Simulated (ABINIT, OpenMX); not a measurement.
## C: programs and potentials compared

```
CELL_PARAMETERS angstrom
0.00000 1.78337 1.78337
1.78337 0.00000 1.78337
1.78337 1.78337 0.00000
ATOMIC_POSITIONS crystal
C 0.75000 0.75000 0.75000
C 0.50000 0.50000 0.50000
```

Alike in all runs: task band structure; functional PBE; k mesh 13 × 13 × 13; occupations fermi-dirac, width 0.05 eV; no spin polarisation; no spin-orbit coupling. Pressure is positive in compression and, in plane waves, holds the error of the finite cutoff. Gaps are the smaller of the mesh's and the band path's.

```csv
program and potentials,plane-wave cutoff (eV),notes,band gap (eV),pressure (GPa)
"OpenMX, OpenMX 2013 PBE set, C6.0-s2p2d1, grid cutoff 300 Ry",-,atomic basis,4.29,1.87
"OpenMX, OpenMX 2013 PBE set, C6.0-s3p2d2, grid cutoff 300 Ry",-,atomic basis,4.25,0.90
"OpenMX, OpenMX 2013 PBE set, C6.0-s2p2, grid cutoff 300 Ry",-,atomic basis,4.60,9.39
"ABINIT, SG15 NC PBE v1.2",1116,-,?,?
"ABINIT, JTH PAW PBE v2.0",544,-,4.13,1.22
"ABINIT, Ansatz NC PBE",1116,-,4.14,1.73
"ABINIT, PseudoDojo NC SR PBE v0.4.1 standard",1116,-,4.19,1.95
```

Q: Estimate from the other rows what the run with ABINIT, SG15 NC PBE v1.2 gave.

A: Band gap 4.17 eV; pressure 0.47 GPa. The other rows, which needn't bracket it: band gap 4.13 to 4.60; pressure 0.90 to 9.39.
